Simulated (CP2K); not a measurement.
**InAs under changes of volume**

One of the cells (27.489 Å³/atom); the others are scaled copies at fixed shape and fractional positions:

```
CELL_PARAMETERS angstrom
4.26810 0.00000 0.00000
2.13405 3.69628 0.00000
2.13405 1.23209 3.48489
ATOMIC_POSITIONS crystal
In 0.00000 0.00000 0.00000
As 0.75000 0.75000 0.75000
```

```yaml
Program: CP2K 2026.2
Functional: LDA
Potentials_or_basis: GTH_POTENTIALS In GTH-PADE-q13, As GTH-PADE-q5; TZVP-MOLOPT-PBE-GTH basis
Density_cutoff: 6123 eV
k_mesh: 8 × 8 × 8
Occupations: fermi-dirac, width 0.01 eV
Spin: no spin polarisation
```

```tsv
volume (Å³/atom)	energy over the lowest point (meV/atom)	pressure (GPa)
25.840	?	?
26.389	8.67	2.7
26.939	2.02	1.2
27.489	0.00	0.0
28.039	2.11	-1.2
28.588	7.91	-2.2
29.138	16.99	-3.1
```

**Question.** What does the run at 25.840 Å³/atom give?

**Answer.** Energy over the lowest point 20.52 meV/atom; pressure 4.3 GPa.

Worked out: A Birch-Murnaghan fit of order 3 (a polynomial in V^(-2/3)) to the other rows has its minimum at 27.47 Å³/atom with B0 = V·E''(V) = 60 GPa and B' = 4.7. It gives 20.50 meV/atom at 25.840 Å³/atom, against the run's 20.52, and -dE/dV = 4.3 GPa, against 4.3.

Energies are extrapolated to zero smearing.

Caveats: the basis of atomic orbitals isn't converged, which shifts pressures, moduli and gaps.
